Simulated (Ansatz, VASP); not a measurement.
**Pt: VASP beside Ansatz**

```
CELL_PARAMETERS angstrom
0.00000 1.96000 1.96000
1.96000 0.00000 1.96000
1.96000 1.96000 0.00000
ATOMIC_POSITIONS crystal
Pt 0.00000 0.00000 0.00000
```

Alike in both runs: task single point; functional r2SCAN; k mesh 14 × 14 × 14; occupations gaussian, width 0.05 eV; no spin polarisation.

|  | VASP | Ansatz |
| --- | --- | --- |
| version | VASP 6.6.1 | Ansatz 0.2.0 |
| potentials or method | VASP PAW PBE potentials, release 64 (Pt) | scalar-relativistic, plane waves, PAW |
| plane-wave cutoff (eV) | 520 | 500 |
| valence electrons in the cell | 10 | 18 |

```csv
,VASP,Ansatz,Ansatz less VASP
gap on the k mesh at the Fermi level (eV),none,none,-
pressure (GPa),4.9,4.1,-0.78
```

A gap of «none» marks a metal or a gap that the smearing closes. The two sets of potentials don't hold the same shells in valence.

Caveats: the PAW data sets were made with another functional, which shifts forces and pressure a little (VASP). Spin-orbit coupling is left out, which matters for the levels of Pt.
